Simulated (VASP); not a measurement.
Runs of VASP 6.6.1 on As2Pt (Sperrylite). The structure is cubic, space group Pa-3 (No. 205). Conventional cell: a = 5.951 Å, b = 5.951 Å, c = 5.951 Å, α = 90.00°, β = 90.00°, γ = 90.00°. As (site symmetry 3) has 1 As at 2.41 Å and 3 Pt at 2.48 Å as nearest neighbours. Pt (site symmetry -3) is surrounded by 6 As at 2.48 Å. 

| task | cell | gap on the mesh (eV) | pressure (GPa) |
| --- | --- | --- | --- |
| relaxation of the atoms | atoms relaxed from: a relaxed cell with its volume scaled by 1.06 | 0.05 | -8.2 |
| relaxation of the atoms | atoms relaxed | 0.29 | 0.0 |
| relaxation of the atoms | atoms relaxed from: a relaxed cell with its volume scaled by 1.04 | 0.12 | -5.8 |
| relaxation of cell and atoms | relaxed | 0.29 | 0.0 |
| relaxation of the atoms | atoms relaxed from: a relaxed cell with its volume scaled by 0.98 | (b) | 3.5 |
| relaxation of the atoms | atoms relaxed from: a relaxed cell with its volume scaled by 0.94 | (a) | 11.9 |
| relaxation of the atoms | atoms relaxed from: a relaxed cell with its volume scaled by 1.02 | 0.20 | -3.1 |

Alike in all rows: level LDA; potentials or basis VASP PAW LDA potentials, release 64 (As, Pt); no spin polarisation; k mesh 6 × 6 × 6; cutoff (eV) 600; smearing gaussian 0.03 eV.

Estimate the missing entries.

(a) 0.58; (b) 0.38.

Caveats: spin-orbit coupling is left out, which moves the levels of the heavy elements; the relaxation stopped at its first step, so nothing moved (some runs).

A k mesh can miss the band edges, and the runs leave out spin-orbit coupling on As, Pt.
